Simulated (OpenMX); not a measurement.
The system is N.

```
CELL_PARAMETERS angstrom
2.51947 0.00000 0.00000
-1.25974 2.18193 0.00000
0.00000 0.00000 2.44600
ATOMIC_POSITIONS crystal
N 0.33333 0.66667 0.75000
N 0.66667 0.33333 0.25000
```

The real solid is made of molecules; this cell is a model form.

| Quantity | Value |
| --- | --- |
| Program | OpenMX 3.8.5 |
| Task | single point |
| Functional | PBE |
| Potentials or basis | OpenMX 2013 PBE set, N6.0-s2p2d1, grid cutoff 350 Ry |
| k mesh | 13 × 13 × 11 |
| Occupations | fermi-dirac, width 0.05 eV |
| Spin | no spin polarisation |

On this cell: pressure 13.2 GPa; largest force 0.027 eV/Å; band gap on the k mesh none (metal or under the smearing width).

The same run follows on a disturbed copy (atoms moved at random, drawn with an rms of 0.05 Å):

```
N
1.0
     2.51947    0.00000    0.00000
    -1.25974    2.18193    0.00000
     0.00000    0.00000    2.44600
N
2
Cartesian
  -0.0029 1.4406 1.8004
  1.2728 0.7264 0.6325
```

What does the disturbed cell give?

The energy (extrapolated to zero smearing) moves by -30.0 meV/atom; pressure 13.6 GPa; largest force 2.051 eV/Å; band gap on the k mesh none (metal or under the smearing width).

Forces in eV/Å, atoms in the order of the input:
```
N   -0.106 -0.084 -2.046
N    0.104  0.093  2.046
```

Caveats: the basis of atomic orbitals isn't converged, which shifts pressures, moduli and gaps.
